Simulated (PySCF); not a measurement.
# How good is the calculation?

Geometry:
```tsv
atom	x (Å)	y (Å)	z (Å)
C1	-1.708	-1.612	0.096
C2	-0.805	-0.762	0.988
N3	0.022	0.225	0.323
C4	-0.719	1.333	-0.244
C5	0.070	2.633	-0.270
C6	1.024	-0.310	-0.574
C7	2.030	-1.223	0.104
H8	-2.409	-0.991	-0.483
H9	-1.129	-2.216	-0.619
H10	-2.306	-2.308	0.705
H11	-0.152	-1.424	1.581
H12	-1.424	-0.226	1.728
H13	-1.094	1.109	-1.269
H14	-1.619	1.483	0.375
H15	-0.548	3.454	-0.663
H16	0.403	2.897	0.745
H17	0.963	2.564	-0.909
H18	1.569	0.543	-1.006
H19	0.569	-0.839	-1.445
H20	2.840	-1.485	-0.594
H21	1.578	-2.167	0.446
H22	2.472	-0.722	0.979
```

The experiment to reproduce: δ 13C C2/C4/C6 46.2; C1/C5/C7 11.6; δ 1H H11/H12/H13/H14/H18/H19 2.53; H8/H9/H10/H15/H16/H17/H20/H21/H22 1.03 ppm (measured; solution, CDCl3, 298 K; Fulmer et al., Organometallics 2010, 29, 2176).
δ 13C C2/C4/C6 45.7; C1/C5/C7 11.7; δ 1H H11/H12/H13/H14/H18/H19 2.43; H8/H9/H10/H15/H16/H17/H20/H21/H22 0.93 ppm (measured; solution, DMSO-d6, 298 K; Fulmer et al., Organometallics 2010, 29, 2176).

[PySCF 2.14: NMR shieldings at B3LYP/pcSseg-1/GIAO; geometry from PBE0-D3(BJ)/def2-SVP; single conformer; in vacuum; fast rotation and ring inversion assumed for equivalent nuclei; relativity neglected]

(1) Set the calculated values beside the experiment.

(2) How far are the unscaled 13C shifts from the references?

(3) How far are the unscaled 1H shifts from the references?

## Answers

(1) 
Reference values: measured (solution, CDCl3, 298 K; Fulmer et al., Organometallics 2010, 29, 2176).
| atoms | quantity | reference | computed | computed, scaled |
| --- | --- | --- | --- | --- |
| C2/C4/C6 | δ 13C | 46.2 | 47.9 | 45.5 |
| C1/C5/C7 | δ 13C | 11.6 | 12.3 | 11.3 |
| H11/H12/H13/H14/H18/H19 | δ 1H | 2.53 | 2.52 | – |
| H8/H9/H10/H15/H16/H17/H20/H21/H22 | δ 1H | 1.03 | 0.98 | – |

Reference values: measured (solution, DMSO-d6, 298 K; Fulmer et al., Organometallics 2010, 29, 2176).
```tsv
atoms	quantity	reference	computed	computed, scaled
C2/C4/C6	δ 13C	45.7	47.9	45.5
C1/C5/C7	δ 13C	11.7	12.3	11.3
H11/H12/H13/H14/H18/H19	δ 1H	2.43	2.52	–
H8/H9/H10/H15/H16/H17/H20/H21/H22	δ 1H	0.93	0.98	–
```

Computed shifts are σ(ref) − σ with the named reference compound (TMS for H and C) calculated as an isolated molecule at the same level. The measured values may be among those fitted. Empirical linear scaling, fitted to shifts measured mostly in CDCl3 for H and C (δ vs TMS): 13C: δ = 171.84 − 0.962σ (rms 1.1 ppm, 42 shifts, 1.5 ppm with the 1 outlier that the fit left out). A few per cent of atoms miss by over 2 rms, more outside the fitted compound classes.

(2) Mean signed difference +1.30 ppm, mean absolute 1.30 ppm over 4 comparisons; the largest is +2.2 ppm at C2/C4/C6 (sp3 CH2 bonded to N).

(3) Mean signed difference +0.02 ppm, mean absolute 0.05 ppm over 4 comparisons; the largest is +0.09 ppm at H11/H12/H13/H14/H18/H19 (hydrogen on an sp3 CH2 bonded to N).

8 of the 41 published NMR values on file for this molecule are compared. The rest: values from further sources, protons in aromatic solvents.

The carbons averaged at δ 12.3 differ by 12 ppm in this conformer.
